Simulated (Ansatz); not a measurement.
Something may be wrong with this Ansatz 0.2.0 calculation of Ba.

The input input.yaml:

```yaml
crystal:
  lattice:
    - [0.0, 3.2326650028, 3.2326650028]
    - [3.2326650028, 0.0, 3.2326650028]
    - [3.2326650028, 3.2326650028, 0.0]
  atoms:
    - { symbol: Ba, position: [0.0, 0.0, 0.0], spin: 0.5, spin_axis: [0.5, 0.0, 0.0] }
hamiltonian:
  xc: pbesol
  pseudopotentials: { kind: paw_fr }
magnetization:
  noncollinear: true
  spin_orbit: true
kpoints:
  mp_grid: { grid: [7, 7, 7] }
scf:
  occupations: { method: fermi_dirac, width: 0.15 }
  n_extra_bands: 6
  max_iter: 50
output:
  forces: true
  stress: true
  eigenvalues: true
  dos: { projected: true, de: 0.05, nscf_kmesh: { grid: [11, 11, 11] } }
basis:
  ecutwfc: "40 Ry/bohr"
```

Potentials or basis: Ansatz PAW.

Command:

```sh
$ ansatz run input.yaml --threads 1 --pin off --max-ram 2560MiB --backend cpu --events-out ev --progress --plain --runs-dir out
```

Output:

```text
Error: YAML parse error: error: line 26 column 12: unknown unit factor `Ry/bohr`
  --> <input>:26:12
   |
24 |   dos: { projected: true, de: 0.05, nscf_kmesh: { grid: [11, 11, 11] } }
25 | basis:
26 |   ecutwfc: "40 Ry/bohr"
   |            ^ unknown unit factor `Ry/bohr`
```

Task: How did it end, and where is the flaw?

Result: The program refused the input. The input holds a flaw that was put in on purpose: a cutoff in the wrong unit (basis.ecutwfc = 40 Ry/bohr).
